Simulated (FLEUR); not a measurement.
# Pb (P6_3/mmc) in FLEUR: notebook, part 2 of 2

FLEUR MaX-R8.1 (later development tree).

**5. Equation of state, r2SCAN, 29.31 Å³/atom**

The input, inp.xml:

```xml
<?xml version="1.0" encoding="UTF-8" standalone="no"?>
<fleurInput fleurInputVersion="0.39">
   <comment>
      Pb                                                                                                  
   </comment>
   <calculationSetup>
      <cutoffs Kmax="4.1" Gmax="12.7" GmaxXC="12.7" numbands="0"/>
      <scfLoop itmax="80" minDistance="0.0001" maxIterBroyd="30" imix="Anderson" alpha="0.05" precondParam="0.0" spinf="2.0" sdNocoIR="T"/>
      <coreElectrons ctail="F" frcor="F" kcrel="0" coretail_lmax="0"/>
      <xcFunctional name="LibXC" relativisticCorrections="F">
         <LibXCName exchange="mgga_x_r2scan" correlation="mgga_c_r2scan"/>
         <AuxGGA exchange="117" correlation="130"/>
      </xcFunctional>
      <magnetism jspins="1"/>
      <soc l_soc="F" theta="0.0" phi="0.0" spav="F"/>
      <expertModes spex="0" secvar="F"/>
      <geometryOptimization l_f="F" forcealpha="1.0" forcemix="BFGS" epsdisp="0.00001" epsforce="0.00001"/>
      <ldaU l_linMix="F" mixParam="0.05" spinf="1.0"/>
   </calculationSetup>
   <cell>
      <bzIntegration valenceElectrons="40.0" mode="hist" fermiSmearingEnergy="0.00183747">
         <kPointListSelection listName="default-1"/>
         <!-- k-points included here -->
         <xi:include xmlns:xi="http://www.w3.org/2001/XInclude" href="kpts.xml"> </xi:include>
      </bzIntegration>
      <!-- symmetry operations included here -->
      <xi:include xmlns:xi="http://www.w3.org/2001/XInclude" href="sym.xml"> </xi:include>
      <bulkLattice scale="1.0000000000">
         <bravaisMatrix>
            <row-1>    6.5762469136079993     0.0000000000000000     0.0000000000000000</row-1>
            <row-2>   -3.2881234568039996     5.6951968888005178     0.0000000000000000</row-2>
            <row-3>    0.0000000000000000     0.0000000000000000    10.5635690365139983</row-3>
         </bravaisMatrix>
      </bulkLattice>
   </cell>
   <atomSpecies>
      <species name="Lead (Pb)" element="Pb" atomicNumber="82">
         <mtSphere radius="2.66" gridPoints="879" logIncrement="0.015"/>
         <atomicCutoffs lmax="10" lnonsphr="10"/>
         <electronConfig flipSpins="F">
            <coreConfig>(1s1/2) (2s1/2) (2p1/2) (2p3/2) (3s1/2) (3p1/2) (3p3/2) (4s1/2) (3d3/2) (3d5/2) (4p1/2) (4p3/2) (4d3/2) (4d5/2) (4f5/2) (4f7/2) (5s1/2)</coreConfig>
            <valenceConfig>(5p1/2) (5p3/2) (6s1/2) (5d3/2) (5d5/2) (6p1/2) (6p3/2)</valenceConfig>
            <stateOccupation state="(6p1/2)" spinUp="0.333333" spinDown="0.333333"/>
            <stateOccupation state="(6p3/2)" spinUp="0.666667" spinDown="0.666667"/>
         </electronConfig>
         <energyParameters s="6" p="6" d="5" f="5"/>
         <lo type="SCLO" l="1" n="5" eDeriv="0"/>
         <lo type="SCLO" l="1" n="5" eDeriv="1"/>
         <lo type="SCLO" l="0" n="6" eDeriv="2"/>
         <lo type="SCLO" l="2" n="5" eDeriv="2"/>
         <lo type="SCLO" l="3" n="5" eDeriv="2"/>
      </species>
   </atomSpecies>
   <atomGroups>
      <atomGroup species="Lead (Pb)">
         <relPos label="                   1">-1.000/3.000 1.000/3.000 -1.000/4.000</relPos>
         <relPos label="                   2">1.000/3.000 -1.000/3.000 1.000/4.000</relPos>
         <force calculate="T" relaxXYZ="TTT"/>
      </atomGroup>
   </atomGroups>
   <output dos="F" band="F" slice="F">
      <checks vchk="F" cdinf="F"/>
      <bandDOS minEnergy="-.5*Htr" maxEnergy="0.5*Htr" sigma="0.015" storeEVData="T"/>
      <vacuumDOS vacdos="F" integ="F" star="F" nstars="0" locx1="0.0" locy1="0.0" locx2="0.0" locy2="0.0" nstm="0" tworkf="0.0"/>
      <unfoldingBand unfoldBand="F" supercellX="1" supercellY="1" supercellZ="1"/>
      <plotting iplot="0" polar="F">
         <plot TwoD="T" vec1="  1.0  0.0  0.0" vec2="  0.0  1.0  0.0" vec3="  0.0  0.0  1.0" zero="  0.0  0.0  0.0" file="plot"/>
      </plotting>
      <chargeDensitySlicing numkpt="0" minEigenval="0.0" maxEigenval="0.0" nnne="0" pallst="F"/>
      <specialOutput eonly="F"/>
      <moessbauerParams electricFieldGradient="T" isomerShift="T" coreHyperfine="T" valenceHyperfine="T"/>
      <magneticCircularDichroism mcd="F" energyLo="-10.0" energyUp="0.0"/>
   </output>
  <!-- We include the file relax.xml here to enable relaxations (see documentation) -->
  <xi:include xmlns:xi="http://www.w3.org/2001/XInclude" href="relax.xml"> <xi:fallback/> </xi:include>
</fleurInput>
```

Started as:

```bash
$ inpgen -f crystal.txt -profile fastHighL
$ # inp.xml edited to the form shown
$ fleur_MPI
```

Run time: 50 s. Hardware: 1 thread of Arm Neoverse V1, shared host; peak memory 0.09 GiB.

Results (log left out):

```
Free energy                                           : -1138858.7794 eV
Band gap on the k mesh                                : none (metal or under the smearing width)
Valence electrons inside the program's atomic spheres : Pb 18.05 (radii Pb 2.66 bohr)
```

Caveat: the meta-GGA is that of a development version, with a GGA for the radial functions and cores and without core tails.

**6. Equation of state, r2SCAN, 30.49 Å³/atom (volume scaled by 1.04)**

inp.xml: that of step 5 with these lines changed.

```diff
@@ -27,3 +27,3 @@
       <xi:include xmlns:xi="http://www.w3.org/2001/XInclude" href="sym.xml"> </xi:include>
-      <bulkLattice scale="1.0000000000">
+      <bulkLattice scale="1.0131594038">
          <bravaisMatrix>
```

Potentials or basis: all-electron, FLAPW.

Started as:

```bash
$ inpgen -f crystal.txt -profile fastHighL
$ # inp.xml edited to the form shown
$ fleur_MPI
```

It took 56 s on 1 thread of Arm Neoverse V1, shared host; peak memory 0.09 GiB.

It converged, with:

```yaml
Free_energy: -1138858.8076 eV
Band_gap_on_the_k_mesh: none (metal or under the smearing width)
Valence_electrons_inside_the_program's_atomic_spheres: Pb 18.02 (radii Pb 2.66 bohr)
```

Caveat: the meta-GGA is that of a development version, with a GGA for the radial functions and cores and without core tails.

**7. Equation of state, r2SCAN, 31.07 Å³/atom (volume scaled by 1.06)**

inp.xml: that of step 6 with these lines changed.

```diff
@@ -27,3 +27,3 @@
       <xi:include xmlns:xi="http://www.w3.org/2001/XInclude" href="sym.xml"> </xi:include>
-      <bulkLattice scale="1.0131594038">
+      <bulkLattice scale="1.0196128224">
          <bravaisMatrix>
```

Started as:

```bash
$ inpgen -f crystal.txt -profile fastHighL
$ # inp.xml edited to the form shown
$ fleur_MPI
```

It took 53 s on 1 thread of Arm Neoverse V1, shared host; peak memory 0.09 GiB.

The run converged. Its results:

```
Free energy                                           : -1138858.8117 eV
Band gap on the k mesh                                : none (metal or under the smearing width)
Valence electrons inside the program's atomic spheres : Pb 18.01 (radii Pb 2.66 bohr)
```

Caveat: the meta-GGA is that of a development version, with a GGA for the radial functions and cores and without core tails.

**8. Equation of state, r2SCAN**

No new run: the results of the series are fitted here.

Results:

| Quantity | Value |
| --- | --- |
| Equilibrium volume | 31.19 Å³/atom (rough: see the caveat) |
| Bulk modulus at fixed shape and positions | 40 GPa (rough) |

Energy against volume, from the lowest point:
| volume (Å³/atom) | energy (meV/atom) |
| --- | --- |
| 27.555 | 69.66 |
| 28.141 | 46.78 |
| 29.314 | 16.14 |
| 30.486 | 2.05 |
| 31.073 | 0.00 |

Caveat: the minimum lies outside the volumes run; the meta-GGA is that of a development version, with a GGA for the radial functions and cores and without core tails; the cell was scaled at fixed shape and fractional positions, which overstates the stiffness of a crystal with free parameters, most of all of layers and chains.
